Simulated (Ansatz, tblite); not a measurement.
# Ga$_{2}$O$_{3}$ with GFN1-xTB from a Python script

These are simulated results from tblite 0.8.0, not measurements. The cell began as a measured structure and was relaxed with r2SCAN in plane waves (Ansatz 0.2.0). All runs are without spin polarisation.

Space group C2/m (No. 12), monoclinic; conventional cell a = 12.255 Å, b = 3.039 Å, c = 5.808 Å, β = 103.8°, 10.50 Å³ an atom. Ga is surrounded by 4 O at 1.83–1.87 Å; Ga is surrounded by 6 O at 1.94–2.08 Å; O is surrounded by 3 Ga at 1.83–1.94 Å; O is surrounded by 4 Ga at 1.87–2.08 Å; O is surrounded by 3 Ga at 1.84–1.94 Å.

tblite solves periodic systems at the zone centre alone, so the script builds a cluster of 1×3×2 conventional cells (120 atoms), which folds in a coarse mesh of k points.

The script, run.py:

```python
import json
from ase import Atoms
from ase.build import make_supercell
from ase.units import Bohr, GPa, Hartree
from tblite.interface import Calculator

atoms = Atoms(['Ga', 'Ga', 'Ga', 'Ga', 'O', 'O', 'O', 'O', 'O', 'O'],
              cell=[[6.127316, -1.51957, 0.002423], [6.127316, 1.51957, 0.002423], [-1.388363, 0.0, 5.639986]],
              scaled_positions=[[0.090508, 0.090508, 0.794769], [0.909492, 0.909492, 0.205231], [0.658743, 0.658743, 0.314441], [0.341257, 0.341257, 0.685559], [0.164208, 0.164208, 0.109129], [0.835792, 0.835792, 0.890871], [0.173345, 0.173345, 0.563536], [0.826655, 0.826655, 0.436464], [0.496297, 0.496297, 0.256252], [0.503703, 0.503703, 0.743748]],
              pbc=True)
cluster = make_supercell(atoms, [[1, 1, 0], [-3, 3, 0], [0, 0, 2]])
calc = Calculator('GFN1-xTB', cluster.numbers, cluster.positions / Bohr, lattice=cluster.cell[:] / Bohr, periodic=cluster.pbc)
calc.set('temperature', 0.02 / Hartree)
calc.set('max-iter', 150)
res = calc.singlepoint()
levels = res.get('orbital-energies') * Hartree
nv = round(res.get('orbital-occupations').sum() / 2)
cells = len(cluster) // len(atoms)
out = {'energy_per_cell': res.get('energy') * Hartree / cells, 'homo': levels[nv - 1], 'lumo': levels[nv],
       'stress': (-res.get('virial') * Hartree / cluster.get_volume() / GPa).tolist(), 'charges': res.get('charges')[:len(atoms)].tolist(), 'electrons': 2 * nv / cells}
json.dump(out, open('results.json', 'w'))
for key, value in out.items():
    print(key, value)
```

Command: `python run.py`. It took 12 s on 1 thread of Arm Neoverse V1, with other jobs on the host, peak memory 0.16 GiB.

The log:

```
------------------------------------------------------------
  cycle        total energy    energy error   density error
------------------------------------------------------------
      1     -327.4630658812  -3.2745823E+02   9.9959395E-01
      2     -186.8264496316   1.4063662E+02   1.4166439E+00
      3     -391.8552724389  -2.0502882E+02   4.3311859E-01
      4     -402.7901721338  -1.0934900E+01   8.9186692E-02
      5     -403.8690832346  -1.0789111E+00   3.0124063E-02
      6     -403.4460463060   4.2303693E-01   5.8523100E-02
      7     -403.8956624472  -4.4961614E-01   8.4205413E-03
      8     -403.8980018688  -2.3394216E-03   4.8463602E-03
      9     -403.8996256333  -1.6237645E-03   2.0289021E-03
     10     -403.8996178776   7.7556654E-06   1.5590310E-03
     11     -403.8996196604  -1.7827974E-06   1.3373239E-03
     12     -403.8996360370  -1.6376560E-05   1.9044334E-04
     13     -403.8996380675  -2.0304989E-06   9.1561000E-05
     14     -403.8996390538  -9.8629755E-07   4.6404518E-06
------------------------------------------------------------

 total:                                  11.807 sec
energy_per_cell -915.8890827828758
homo -16.271602012517693
lumo -14.419286670932909
stress [[9.682198925523423, 3.2231668168413767e-12, 0.21452055663736674], [3.223184953101077e-12, 8.423695721824137, -3.248470429467303e-13], [0.2145205566373665, -3.2457416041113745e-13, 9.35369562961279]]
charges [0.500076095370214, 0.5000908645146493, 0.5250593006603536, 0.5250293653193282, -0.3543970197139361, -0.35438625323487605, -0.3335523300578547, -0.3335553593064473, -0.337187378690486, -0.33717894589796527]
electrons 48.0
```

The cycle table is in hartree for the whole cluster, and the lines after it are in eV (the energy for one cell). The printed stress is in GPa and positive in compression, and the pressure is its mean diagonal.

GFN1-xTB gives a gap of 1.85 eV. On the same cell, plane-wave PBE (Ansatz, 8×8×4 k points and the special points) gives a gap of 2.37 eV and r2SCAN a gap of 3.02 eV; on shared hosts these took about 31 and 83 core-seconds on the 10-atom cell, against 12 for the script. Semilocal gaps usually lie below measured ones. xTB was fitted to molecules, so gaps, charges and pressures of solids can be far off, and the gap also depends on the size of the cluster.

The same script was run on cells scaled at fixed shape and fractional coordinates:

```csv
volume (Å³/atom),energy (meV/atom),"pressure (GPa, positive in compression)",gap (eV)
9.24,174.8,38.45,2.82
9.87,58.9,21.43,2.29
10.50,0.0,9.15,1.85
11.13,-17.5,0.20,1.48
11.76,-4.7,-6.39,1.16
```

A Birch-Murnaghan fit puts the minimum at 11.15 Å³/atom, 6.2 % above the given cell, with a bulk modulus of 134 GPa at fixed shape.

xTB was fitted mostly to molecules, and a small cluster samples few k points, so gaps, pressures and kinks along a curve can be far from a solid's.
